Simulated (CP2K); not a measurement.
The system is Sn.

```
Sn
1.0
     4.57264    0.00000    0.00000
     2.28632    3.96002    0.00000
     2.28632    1.32001    3.73354
Sn
2
Direct
  0.75000 0.75000 0.75000
  0.50000 0.50000 0.50000
```

This isn't the form of Sn at room conditions, which is tetragonal (white tin).

Program: CP2K 2026.2. Alike in all runs: task band structure; potentials or basis POTENTIAL_UZH Sn GTH-PBE-q4; TZVP-MOLOPT-PBE-GTH basis; no spin polarisation; cell as given; k mesh 7 × 7 × 7; smearing fermi-dirac 0.05 eV.

Order these runs on this cell by their pressure, lowest first.
A. level BLYP
B. level HLE17
C. level PBEsol

B (0.3 GPa), C (3.8 GPa), A (5.5 GPa).

Caveats: the potentials were made for another functional, which shifts forces and pressure; the basis of atomic orbitals isn't converged, which shifts pressures, moduli and gaps; the potentials were made for a functional far from this one (some runs).

Runs at the PBE level aren't shown here.
